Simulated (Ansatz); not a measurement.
Energy ranking of BiS4 structures

Computed with DFT PBE, scalar-relativistic, plane waves, PAW (Ansatz 0.2.0). All cells share a 420 eV cutoff and Γ-centred k meshes spaced at most about 0.3 Å⁻¹ (about 0.25 or finer for metals, 2π included). No spin polarisation.

The zero of energy is the elements' standard structures at the same level; no fitted shifts are applied.

All energies are static (0 K, no zero-point motion). Larger cells and other orderings weren't all tried, so the list isn't exhaustive. The k mesh leaves some 4 meV/atom of noise in the energy of each metallic cell. These runs have no spin–orbit coupling, which can matter for Bi. In P4/mmm, Pm-3m at 20.0 Å³/atom, P-43m, F-43m, Im-3m and others an odd number of electrons in the primitive cell allows no gap without spin; a larger cell or a magnetic state could open one. The reference form of S is held partly by dispersion forces, which this level lacks.

Invented guesses were relaxed alike, and ends that match in structure were merged. ΔE counts from the first row. Coordination counts S atoms around Bi (those within 1.25 times the shortest such distance or 1.15 times the sum of covalent radii; a plus sign parts nearer from farther groups; the shortest distance is added where it is long for a bond). The ends were matched against large subsets of the Crystallography Open Database and the Materials Project, so a missing match doesn't prove that a structure is unreported.

| # | reached from | type and space group | atoms | Å³/atom | coordination | ΔE (meV/atom) | gap on mesh (eV) | in databases |
| --- | --- | --- | --- | --- | --- | --- | --- | --- |
| 1 | random cell | P4/mmm (No. 123) | 5 | 32.9 | Bi 8 | 0 | 0.00 | no match |
| 2 | Mn4N type (Pm-3m) | Pm-3m (No. 221) | 5 | 20.0 | Bi 12+8 from 3.3 Å | 110 | 0.00 | no match |
| 3 | SnI4 type (P-43m) | P-43m (No. 215) | 5 | 23.6 | Bi 4 | 509 | 0.00 | no match |
| 4 | SO4 type (F-43m) | F-43m (No. 216) | 5 | 46.7 | Bi 4 | 568 | 0.00 | no match |
| 5 | random cell | Im-3m (No. 229) | 5 | 25.9 | Bi 8 | 572 | 0.00 | no match |
| 6 | Fe4N type (Pm-3m) | Pm-3m (No. 221) | 5 | 28.3 | Bi 6 | 910 | 0.00 | no match |

The lowest: Space group P4/mmm (No. 123), tetragonal, a = 6.390 Å, c = 4.034 Å. Around Bi lie 8 S at 2.97 Å; around S lie 1 S at 2.03 Å and 2 Bi at 2.97 Å. Its energy over the elements is +0.23 eV/atom. The separate elements lie lower, so it is unstable against them. An observed structure of this formula, if there is one, may be missing.

```cif
data_structure
_symmetry_space_group_name_H-M 'P 1'
_symmetry_Int_Tables_number 1
_cell_length_a 6.3901
_cell_length_b 6.3901
_cell_length_c 4.0344
_cell_angle_alpha 90.000
_cell_angle_beta 90.000
_cell_angle_gamma 90.000
_cell_volume 164.74
loop_
_atom_site_label
_atom_site_type_symbol
_atom_site_fract_x
_atom_site_fract_y
_atom_site_fract_z
_atom_site_occupancy
Bi1 Bi 0.00000 0.00000 0.50000 1
S1 S 0.65864 0.00000 0.00000 1
S2 S 0.34136 0.00000 0.00000 1
S3 S 0.00000 0.65864 0.00000 1
S4 S 0.00000 0.34136 0.00000 1
```

The second: Space group Pm-3m (No. 221), cubic, a = 4.638 Å. Bi is surrounded by 12 S at 3.28 Å and 8 S at 4.02 Å; S on a site of symmetry m-3m has 6 S at 2.32 Å; S on a site of symmetry 4/mmm is surrounded by 2 S at 2.32 Å, 4 Bi at 3.28 Å and 8 S at 3.28 Å. Counting S atoms around Bi, the first has Bi 8 and the second has Bi 12+8 from 3.3 Å. The first holds S–S pairs (shortest 2.03 Å); the second holds S–S bonds in all directions (shortest 2.32 Å). Cells relaxed within their symmetry can be saddle points. Some structure types and database cells were kept out of the candidates from the start, so a known form may be missing.
